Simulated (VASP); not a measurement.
Runs of VASP 6.6.1 on Be. The structure is cubic, space group Fm-3m (No. 225). The conventional cell has a = 3.183 Å, b = 3.183 Å, c = 3.183 Å, α = 90.00°, β = 90.00°, γ = 90.00°. Be (site symmetry m-3m) is surrounded by 12 Be at 2.25 Å. This isn't the form of Be at room conditions, which is hcp.

| cell | k mesh | gap on the mesh (eV) | pressure (GPa) |
| --- | --- | --- | --- |
| Fm-3m, 8.06 Å³/atom | 28 × 28 × 28 | none | 0.1 |
| Fm-3m, 8.06 Å³/atom | 19 × 19 × 19 | none | 0.0 |
| Fm-3m, 9.03 Å³/atom | 19 × 19 × 19 | none | -10.7 |
| Fm-3m, 7.74 Å³/atom | 19 × 19 × 19 | none | (a) |

Alike in all rows: task single point; level revPBE; potentials or basis VASP PAW PBE potentials, release 64 (Be); no spin polarisation; cutoff (eV) 520; smearing fermi-dirac 0.1 eV.

**Question.** Fill in the values left out.

**Answer.** (a) 5.1.

Caveats: the PAW data sets were made with another functional, which shifts forces and pressure a little.

A gap of «none» marks a metal or a gap under the smearing width.
